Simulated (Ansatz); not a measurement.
**MnO in Ansatz: convergence with k mesh**

MnO:

```xyz
2
Lattice="0.0000 2.2220 2.2220 2.2220 0.0000 2.2220 2.2220 2.2220 0.0000" Properties=species:S:1:pos:R:3 pbc="T T T"
Mn    0.0226    0.0235    0.0231
O     2.2189    2.2350    2.2323
```

The cell isn't the ideal one: atoms moved at random, drawn with an rms of 0.05 Å.

| Quantity | Value |
| --- | --- |
| Program | Ansatz 0.2.0 |
| Task | convergence study |
| Functional | PBE |
| Potentials or basis | Ansatz PAW earlier set |
| Cutoff | 900 eV |
| Density cutoff | 3600 eV |
| k mesh | 3 × 3 × 3 |
| Occupations | fermi-dirac, width 0.05 eV |
| Spin | collinear spin, ferromagnetic start |
| Starting moments | [4.0, 0.0] μB |
| Hubbard terms | Mn d U = 3 eV |

These are the settings of the first run; the series varies k mesh, with any setting tied to it.

Hardware: 2 threads of Arm Neoverse V1, on a shared host.

```
      k mesh  energy less the tightest run, at zero smearing (meV/atom)  pressure (GPa)  largest force (eV/Å)  gap on the mesh (eV)  SCF cycles  CPU time (s)  peak memory (GiB)
   3 × 3 × 3                                                      43.78            8.82                 0.095                 0.461          11           7.1               0.34
   4 × 4 × 4                                                       8.17            8.88                 0.098                 0.000          11            14               0.42
   5 × 5 × 5                                                       2.13            8.72                 0.100                 0.000          11            26               0.49
   6 × 6 × 6                                                       0.30            8.69                 0.101                 0.000          11            43               0.61
   7 × 7 × 7                                                       0.10            8.68                 0.101                 0.000          11            69               0.76
   9 × 9 × 9                                                      -0.05            8.66                 0.101                 0.000          11           140                1.2
12 × 12 × 12                                                      -0.04            8.65                 0.101                 0.000          11           340                2.5
14 × 14 × 14                                                      -0.02            8.65                 0.101                 0.000          11           520                3.8
17 × 17 × 17                                                       0.00            8.65                 0.101                 0.000          11           950                5.2
```

Against the tightest run, the energy stays within 1 meV/atom from 6 × 6 × 6 on; the pressure stays within 0.1 GPa from 5 × 5 × 5 on; the largest force stays within 0.005 eV/Å from 4 × 4 × 4 on; the gap on the mesh stays within 0.01 eV from 4 × 4 × 4 on. Meshes of other sizes hit other points, so gaps and Fermi surfaces needn't settle smoothly. The tightest run that finished is the yardstick and may itself not be fully converged.

Caveat, for the tightest run too: the magnetic or orbital state may not be the lowest; a cell with one magnetic atom can't hold antiferromagnetic order, which such compounds often take. The state reached can hang on the start; a lower one may exist.
